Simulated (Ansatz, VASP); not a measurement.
## GaAs: VASP beside Ansatz

Aim: how closely do two programs agree when they are given the same cell, functional and k mesh?

Main program and level: Ansatz 0.2.0; plane waves, with VASP 6.6.1 beside it; G0W0 gap at PBE.

## (1) The starting structure

Symmetry: F-43m, No. 216, cubic system. Conventional cell: a = 5.654 Å, b = 5.654 Å, c = 5.654 Å, α = 90.00°, β = 90.00°, γ = 90.00°. Nearest to Ga lie 4 As at 2.45 Å. Nearest to As lie 4 Ga at 2.45 Å. Farther neighbours are not listed.

As a file:

```cif
data_structure
_symmetry_space_group_name_H-M 'F-43m'
_symmetry_Int_Tables_number 216
_cell_length_a 5.6537
_cell_length_b 5.6537
_cell_length_c 5.6537
_cell_angle_alpha 90.000
_cell_angle_beta 90.000
_cell_angle_gamma 90.000
_cell_volume 180.72
loop_
_atom_site_label
_atom_site_type_symbol
_atom_site_symmetry_multiplicity
_atom_site_Wyckoff_symbol
_atom_site_fract_x
_atom_site_fract_y
_atom_site_fract_z
_atom_site_occupancy
Ga1 Ga 4 a 0.00000 0.00000 0.00000 1
As1 As 4 d 0.25000 0.25000 0.75000 1
```

## (2) VASP: G0W0 gap, PBE

Quasiparticle shifts depend on high empty states and on the cores, so they are the hardest test of two PAW sets.

Lines of VASP's logs that name or quote its potential files are left out, and so is its time.

The run reads the wave functions of an earlier VASP run, which isn't shown here.

Contents of INCAR:

```
SYSTEM = GaAs
PREC = Accurate
ENCUT = 430
ISMEAR = 0
SIGMA = 0.01
LREAL = .FALSE.
GGA = PE
NBANDS = 104
ALGO = EVGW0
NELMGW = 1
ENCUTGW = 100
NOMEGA = 48
PRECFOCK = Fast
NBANDSGW = 24
LWAVE = .FALSE.
LCHARG = .FALSE.
```

Contents of POSCAR:

```
GaAs
1.0
    0.0000000000      2.8268500000      2.8268500000
    2.8268500000      0.0000000000      2.8268500000
    2.8268500000      2.8268500000      0.0000000000
Ga As
1 1
Direct
    0.0000000000      0.0000000000      0.0000000000
    0.2500000000      0.2500000000      0.2500000000
```

Contents of KPOINTS:

```
Automatic mesh
0
Gamma
8 8 8
0 0 0
```

Potentials, in the order of the species: Ga_d_GW and As_GW (PBE family, release 64).

Launch:

```
$ mpirun -np 8 vasp_std
```

Numbers of over 12 decimals in the logs are rounded to 6 here.

What it wrote:

```text
[banner, memory and clock lines left out]
running    8 mpi-ranks, on    1 nodes
 distrk:  each k-point on    8 cores,    1 groups
 distr:  one band on    1 cores,    8 groups

 POSCAR found type information on POSCAR GaAs
 POSCAR found :  2 types and       2 ions
|                                                                             |
|           W    W    AA    RRRRR   N    N  II  N    N   GGGG   !!!           |
|           W    W   A  A   R    R  NN   N  II  NN   N  G    G  !!!           |
|           W    W  A    A  R    R  N N  N  II  N N  N  G       !!!           |
|           W WW W  AAAAAA  RRRRR   N  N N  II  N  N N  G  GGG   !            |
|           WW  WW  A    A  R   R   N   NN  II  N   NN  G    G                |
|           W    W  A    A  R    R  N    N  II  N    N   GGGG   !!!           |
|                                                                             |
|     For optimal performance we recommend to set                             |
|       NCORE = 2 up to number-of-cores-per-socket                            |
|     NCORE specifies how many cores store one orbital (NPAR=cpu/NCORE).      |
|     This setting can greatly improve the performance of VASP for DFT.       |
|     The default, NCORE=1 might be grossly inefficient on modern             |
|     multi-core architectures or massively parallel machines. Do your        |
|     Unfortunately you need to use the default for GW and RPA                |
|     calculations (for HF NCORE is supported but not extensively tested      |
|     yet).                                                                   |
|                                                                             |

|                                                                             |
|           W    W    AA    RRRRR   N    N  II  N    N   GGGG   !!!           |
|           W    W   A  A   R    R  NN   N  II  NN   N  G    G  !!!           |
|           W    W  A    A  R    R  N N  N  II  N N  N  G       !!!           |
|           W WW W  AAAAAA  RRRRR   N  N N  II  N  N N  G  GGG   !            |
|           WW  WW  A    A  R   R   N   NN  II  N   NN  G    G                |
|           W    W  A    A  R    R  N    N  II  N    N   GGGG   !!!           |
|                                                                             |
|     The default for ENCUTGWSOFT is different in this version of VASP.       |
|     please manually set ENCUTGWSOFT =100 in the INCAR file.                 |
|                                                                             |

 LDA part: xc-table for (Slater+PW92), standard interpolation
 found WAVECAR, reading the header
 POSCAR, INCAR and KPOINTS ok, starting setup
 FFT: planning ... GRIDC
 FFT: planning ... GRID_SOFT
 FFT: planning ... GRID
 reading WAVECAR
 the WAVECAR file was read successfully
 initial charge from wavefunction
 available memory per node:     60.51 GB, setting MAXMEM to     61965

 The Fermi energy was updated, please check that it is located mid-gap
 values below the HOMO (VB) or above the LUMO (CB) will cause erroneous energies
 E-fermi :   4.1027

 calculate exact exchange contribution
 the WAVEDER file was read successfully
|                                                                             |
|           W    W    AA    RRRRR   N    N  II  N    N   GGGG   !!!           |
|           W    W   A  A   R    R  NN   N  II  NN   N  G    G  !!!           |
|           W    W  A    A  R    R  N N  N  II  N N  N  G       !!!           |
|           W WW W  AAAAAA  RRRRR   N  N N  II  N  N N  G  GGG   !            |
|           WW  WW  A    A  R   R   N   NN  II  N   NN  G    G                |
|           W    W  A    A  R    R  N    N  II  N    N   GGGG   !!!           |
|                                                                             |
|     Automatic setting of frequency mesh for GW failed. Frequency mesh       |
|     properly not suitable for determining QP energies. Consider             |
|     increasing number of kpoints.                                           |
|                                                                             |

energies w=
    0.000    0.000    0.240    0.000    0.479    0.000    0.716    0.000
    0.951    0.000    1.182    0.000    1.409    0.000    1.632    0.000
    1.850    0.000    2.065    0.000    2.276    0.000    2.483    0.000
    2.687    0.000    2.889    0.000    3.090    0.000    3.289    0.000
    3.489    0.000    3.689    0.000    3.891    0.000    4.095    0.000
    4.303    0.000    4.516    0.000    4.735    0.000    4.963    0.000
    5.200    0.000    5.448    0.000    5.710    0.000    5.989    0.000
    6.288    0.000    6.610    0.000    6.960    0.000    7.347    0.000
    7.774    0.000    8.253    0.000    8.797    0.000    9.421    0.000
   10.147    0.000   11.008    0.000   12.042    0.000   13.317    0.000
   14.926    0.000   17.022    0.000   19.866    0.000   23.938    0.000
   30.241    0.000   41.259    0.000   65.316    0.000  158.252    0.000
 responsefunction array rank=     120
 LDA part: xc-table for (Slater+PW92), standard interpolation

 min. memory requirement per mpi rank    473.8 MB, per node   3790.5 MB

 allocating   6 responsefunctions rank=   120
 shmem allocating  48 responsefunctions rank=   120
[...]
|.........|.........|.........|.........|.........|.........|.........|.........
 performed       1020000 updates of chi_q(r,r)
 total number of BLAS operations        104.22 Gflops
NQ=   2    0.1250    0.0000    0.0000,
|.........|.........|.........|.........|.........|.........|.........|.........
 performed       2734000 updates of chi_q(r,r)
 total number of BLAS operations        261.23 Gflops
NQ=   3    0.2500    0.0000    0.0000,
|.........|.........|.........|.........|.........|.........|.........|.........
 performed       4448000 updates of chi_q(r,r)
 total number of BLAS operations        409.55 Gflops
NQ=   4    0.3750    0.0000    0.0000,
|.........|.........|.........|.........|.........|.........|.........|.........
 performed       6162000 updates of chi_q(r,r)
 total number of BLAS operations        543.96 Gflops
NQ=   5    0.5000    0.0000    0.0000,
|.........|.........|.........|.........|.........|.........|.........|.........
 performed       7596000 updates of chi_q(r,r)
 total number of BLAS operations        677.83 Gflops
NQ=   6    0.1250    0.1250    0.0000,
|.........|.........|.........|.........|.........|.........|.........|.........
 performed       9270000 updates of chi_q(r,r)
 total number of BLAS operations        836.96 Gflops
NQ=   7    0.2500    0.1250    0.0000,
|.........|.........|.........|.........|.........|.........|.........|.........
 performed      12002000 updates of chi_q(r,r)
 total number of BLAS operations       1077.97 Gflops
NQ=   8    0.3750    0.1250    0.0000,
|.........|.........|.........|.........|.........|.........|.........|.........
 performed      14734000 updates of chi_q(r,r)
 total number of BLAS operations       1296.57 Gflops
NQ=   9    0.5000    0.1250    0.0000,
|.........|.........|.........|.........|.........|.........|.........|.........
 performed      17466000 updates of chi_q(r,r)
 total number of BLAS operations       1528.49 Gflops
NQ=  10   -0.3750    0.1250    0.0000,
|.........|.........|.........|.........|.........|.........|.........|.........
 performed      20198000 updates of chi_q(r,r)
 total number of BLAS operations       1760.41 Gflops
NQ=  11   -0.2500    0.1250    0.0000,
|.........|.........|.........|.........|.........|.........|.........|.........
 performed      22930000 updates of chi_q(r,r)
 total number of BLAS operations       1979.01 Gflops
NQ=  12   -0.1250    0.1250    0.0000,
|.........|.........|.........|.........|.........|.........|.........|.........
 performed      25183000 updates of chi_q(r,r)
 total number of BLAS operations       2193.18 Gflops
NQ=  13    0.2500    0.2500    0.0000,
|.........|.........|.........|.........|.........|.........|.........|.........
 performed      26857000 updates of chi_q(r,r)
 total number of BLAS operations       2329.81 Gflops
NQ=  14    0.3750    0.2500    0.0000,
|.........|.........|.........|.........|.........|.........|.........|.........
 performed      29589000 updates of chi_q(r,r)
 total number of BLAS operations       2557.25 Gflops
NQ=  15    0.5000    0.2500    0.0000,
|.........|.........|.........|.........|.........|.........|.........|.........
 performed      32321000 updates of chi_q(r,r)
 total number of BLAS operations       2793.69 Gflops
NQ=  16   -0.3750    0.2500    0.0000,
|.........|.........|.........|.........|.........|.........|.........|.........
 performed      35053000 updates of chi_q(r,r)
 total number of BLAS operations       3016.69 Gflops
NQ=  17   -0.2500    0.2500    0.0000,
|.........|.........|.........|.........|.........|.........|.........|.........
 performed      37306000 updates of chi_q(r,r)
 total number of BLAS operations       3186.30 Gflops
NQ=  18    0.3750    0.3750    0.0000,
|.........|.........|.........|.........|.........|.........|.........|.........
 performed      38980000 updates of chi_q(r,r)
 total number of BLAS operations       3331.17 Gflops
NQ=  19    0.5000    0.3750    0.0000,
|.........|.........|.........|.........|.........|.........|.........|.........
 performed      41712000 updates of chi_q(r,r)
 total number of BLAS operations       3558.60 Gflops
NQ=  20   -0.3750    0.3750    0.0000,
|.........|.........|.........|.........|.........|.........|.........|.........
 performed      43965000 updates of chi_q(r,r)
 total number of BLAS operations       3746.15 Gflops
NQ=  21    0.5000    0.5000    0.0000,
|.........|.........|.........|.........|.........|.........|.........|.........
 performed      45264000 updates of chi_q(r,r)
 total number of BLAS operations       3867.44 Gflops
NQ=  22    0.3750    0.2500    0.1250,
|.........|.........|.........|.........|.........|.........|.........|.........
 performed      48276000 updates of chi_q(r,r)
 total number of BLAS operations       4098.87 Gflops
NQ=  23    0.5000    0.2500    0.1250,
|.........|.........|.........|.........|.........|.........|.........|.........
 performed      51707000 updates of chi_q(r,r)
 total number of BLAS operations       4378.90 Gflops
NQ=  24   -0.3750    0.2500    0.1250,
|.........|.........|.........|.........|.........|.........|.........|.........
 performed      54539000 updates of chi_q(r,r)
 total number of BLAS operations       4614.64 Gflops
NQ=  25    0.5000    0.3750    0.1250,
|.........|.........|.........|.........|.........|.........|.........|.........
 performed      57551000 updates of chi_q(r,r)
 total number of BLAS operations       4865.35 Gflops
NQ=  26   -0.3750    0.3750    0.1250,
|.........|.........|.........|.........|.........|.........|.........|.........
 performed      60982000 updates of chi_q(r,r)
 total number of BLAS operations       5162.26 Gflops
NQ=  27   -0.2500    0.3750    0.1250,
|.........|.........|.........|.........|.........|.........|.........|.........
 performed      63814000 updates of chi_q(r,r)
 total number of BLAS operations       5388.85 Gflops
NQ=  28   -0.3750    0.5000    0.1250,
|.........|.........|.........|.........|.........|.........|.........|.........
 performed      66072000 updates of chi_q(r,r)
 total number of BLAS operations       5584.26 Gflops
NQ=  29   -0.2500    0.5000    0.2500,
|.........|.........|.........|.........|.........|.........|.........|.........
 performed      67726000 updates of chi_q(r,r)
 total number of BLAS operations       5738.62 Gflops
 resolving degeneracies of screened two electron integrals

 calculate QP shifts <psi_nk| G(iteration)W_0 |psi_nk>: iteration 1
 entering main loop
```

From OUTCAR (step 2):

```text
ion  position               nearest neighbor table
   1  0.000  0.000  0.000-   2 2.45   2 2.45   2 2.45   2 2.45
   2  0.250  0.250  0.250-   1 2.45   1 2.45   1 2.45   1 2.45

  LATTYP: Found a face centered cubic cell.
 ALAT       =     5.6537000000

 Subroutine GETGRP returns: Found 24 space group operations
 (whereof 24 operations were pure point group operations)

The static configuration has the point symmetry T_d .

 Found     29 irreducible k-points:

   k-points           NKPTS =     29   k-points in BZ     NKDIM =    512   number of bands    NBANDS=    104

   dimension x,y,z NGX =    28 NGY =   28 NGZ =   28
   dimension x,y,z NGXF=    56 NGYF=   56 NGZF=   56

   ENCUT  =  430.0 eV  31.60 Ry    5.62 a.u.   6.76  6.76  6.76*2*pi/ulx,y,z

   NELECT =      18.0000    total number of electrons

  energy-cutoff  :      430.00
  volume of cell :       45.18
      direct lattice vectors                 reciprocal lattice vectors
     0.000000000  2.826850000  2.826850000    -0.176875321  0.176875321  0.176875321
     2.826850000  0.000000000  2.826850000     0.176875321 -0.176875321  0.176875321
     2.826850000  2.826850000  0.000000000     0.176875321  0.176875321 -0.176875321

 k-points in reciprocal lattice and weights: Automatic mesh
   0.00000000  0.00000000  0.00000000       0.002
   0.12500000  0.00000000  0.00000000       0.016
   0.25000000  0.00000000  0.00000000       0.016
   0.37500000  0.00000000  0.00000000       0.016
   0.50000000  0.00000000  0.00000000       0.008
   0.12500000  0.12500000  0.00000000       0.012
   0.25000000  0.12500000  0.00000000       0.047
   0.37500000  0.12500000  0.00000000       0.047
   0.50000000  0.12500000  0.00000000       0.047
[...]
-0.37500000  0.50000000  0.12500000       0.023
  -0.25000000  0.50000000  0.25000000       0.012

 E-fermi :   4.1027

 QP shifts <psi_nk| G(iteration)W_0 |psi_nk>: iteration 1
 for sc-GW calculations column KS-energies equals QP-energies in previous step
 and V_xc(KS)=  KS-energies - (<T + V_ion + V_H > + <T+V_H+V_ion>^1  + <V_x>^1)
 k-point   1 :       0.0000    0.0000    0.0000
  band No.  KS-energies  QP-energies   sigma(KS)   V_xc(KS)     V^pw_x(r,r')   Z            occupation Imag(sigma)
    ...
      6      -8.8797      -9.2021     -11.6525     -11.1373     -18.1165       0.6256       2.0000       0.9416
      7       3.8486       3.4672     -12.3452     -11.8401     -13.2651       0.7552       2.0000       0.0883
      8       3.8486       3.4672     -12.3452     -11.8401     -13.2651       0.7552       2.0000       0.0883
      9       3.8486       3.4672     -12.3452     -11.8401     -13.2651       0.7552       2.0000       0.0883
     10       4.3567       4.8857     -10.8018     -11.4876      -7.7117       0.7714       0.0000      -0.0049
     11       7.5736       7.6902      -9.8567     -10.0107      -5.7046       0.7575       0.0000      -0.0526
     12       7.5736       7.6902      -9.8567     -10.0107      -5.7046       0.7575       0.0000      -0.0526
     13       7.5736       7.6902      -9.8567     -10.0107      -5.7046       0.7575       0.0000      -0.0526
    ...

 k-point   2 :       0.1250    0.0000    0.0000
  band No.  KS-energies  QP-energies   sigma(KS)   V_xc(KS)     V^pw_x(r,r')   Z            occupation Imag(sigma)
    ...
      6      -8.6972      -9.0414     -11.7956     -11.2511     -18.2010       0.6321       2.0000       0.9285
      7       1.8832       1.5874     -11.8766     -11.4786     -13.1152       0.7434       2.0000       0.1055
      8       3.6122       3.2145     -12.2265     -11.6995     -13.1987       0.7548       2.0000       0.0886
      9       3.6122       3.2145     -12.2265     -11.6995     -13.1987       0.7548       2.0000       0.0886
     10       5.4327       5.7935     -10.6869     -11.1575      -7.4442       0.7666       0.0000      -0.0148
     11       7.9212       8.0527      -9.9574     -10.1321      -5.7133       0.7530       0.0000      -0.0581
     12       7.9212       8.0527      -9.9574     -10.1321      -5.7133       0.7530       0.0000      -0.0581
     13       8.0372       8.1843     -10.0241     -10.2192      -5.8765       0.7539       0.0000      -0.0582
    ...

 k-point   3 :       0.2500    0.0000    0.0000
  band No.  KS-energies  QP-energies   sigma(KS)   V_xc(KS)     V^pw_x(r,r')   Z            occupation Imag(sigma)
    ...
      6      -8.1875      -8.5727     -12.1129     -11.5182     -18.3420       0.6478       2.0000       0.8910
      7      -0.2919      -0.7120     -11.7024     -11.1162     -14.1118       0.7166       2.0000       0.1809
      8       3.1698       2.7424     -12.0818     -11.5134     -13.2055       0.7519       2.0000       0.0924
      9       3.1698       2.7424     -12.0818     -11.5134     -13.2055       0.7519       2.0000       0.0924
     10       5.2917       5.5897     -10.1564     -10.5431      -6.7006       0.7707       0.0000      -0.0214
     11       8.4385       8.5696      -9.9264     -10.1015      -5.5080       0.7488       0.0000      -0.0725
     12       8.4385       8.5696      -9.9264     -10.1015      -5.5080       0.7488       0.0000      -0.0725
     13       9.7971      10.0385     -10.0942     -10.4198      -5.3485       0.7415       0.0000      -0.1308
    ...

 k-point   4 :       0.3750    0.0000    0.0000
  band No.  KS-energies  QP-energies   sigma(KS)   V_xc(KS)     V^pw_x(r,r')   Z            occupation Imag(sigma)
    ...
      6      -7.5049      -7.9136     -12.4908     -11.8762     -18.4829       0.6649       2.0000       0.8334
      7      -2.0390      -2.5182     -11.3773     -10.6988     -14.6410       0.7062       2.0000       0.3063
      8       2.8287       2.3813     -12.0107     -11.4129     -13.2675       0.7483       2.0000       0.0958
      9       2.8287       2.3813     -12.0107     -11.4129     -13.2675       0.7483       2.0000       0.0958
     10       4.9655       5.2322     -10.0714     -10.4162      -6.6758       0.7734       0.0000      -0.0224
     11       8.5280       8.6153      -9.6786      -9.7949      -5.2402       0.7512       0.0000      -0.0770
     12       8.5280       8.6153      -9.6786      -9.7949      -5.2402       0.7512       0.0000      -0.0770
     13      11.4854      11.4948      -8.8648      -8.8775      -3.6120       0.7401       0.0000      -0.2224
    ...

[... 4 further parts left out ...]
```

[end of part 1 of 2]

[Lines on the potential files, build, host, timing and source positions are cut from VASP's logs without a mark.]

[Logs are printed without paths, hosts, clocks, repeated set-up lines and the standing remarks that a program may print on its own settings, such as how far it seeks lower states.]

[Hosts, paths, dates, database ids (printed as entryN), source tags and the programs' standing remarks are cut or masked in the printed files.]
